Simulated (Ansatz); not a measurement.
# Structures of NbP: which is lowest?

Plane-wave DFT in Ansatz with scalar-relativistic PAW potentials, cutoff 420 eV, Γ-centred meshes chosen by cell and gap, Gaussian smearing with energies taken to zero width. Every cell was relaxed (cell and atoms) in a run of its own, within the symmetry of its start. Functional: PBEsol.

Relaxed structures (starts from databases or built by putting these elements on another compound's sites):
A. I4_1md, 4 atoms in the computed cell, a = 3.320 Å, c = 11.290 Å; sites (symmetry × multiplicity) Nb 2mm. × 4, P 2mm. × 4; start: database
B. P-6m2, 2 atoms in the computed cell, a = 3.292 Å, c = 3.322 Å; sites (symmetry × multiplicity) Nb -6m2 × 1, P -6m2 × 1; start: built
C. P-62m, 6 atoms in the computed cell, a = 6.135 Å, c = 3.230 Å; sites (symmetry × multiplicity) Nb -6.. × 2 + -62m × 1, P m2m × 3; start: built

Rank them by energy. Could pressure change the order?

| structure | group | E − E(lowest) (meV/atom) | V (Å³/atom) | gap on mesh (eV) |
| --- | --- | --- | --- | --- |
| A | I4_1md | 0.0 | 15.56 | 0.00 |
| B | P-6m2 | 12.9 | 15.59 | 0.00 |
| C | P-62m | 582 | 17.55 | 0.00 |

A is lowest, 13 meV/atom under B. The two lowest differ in volume by under 3 %, too little for a first-order estimate of what pressure does to that pair (other pairs aren't weighed here); with rigid cells even 3 % in favour of the higher one would need about 4 GPa. Other structures may lie lower than all of these, and vibrations aren't counted.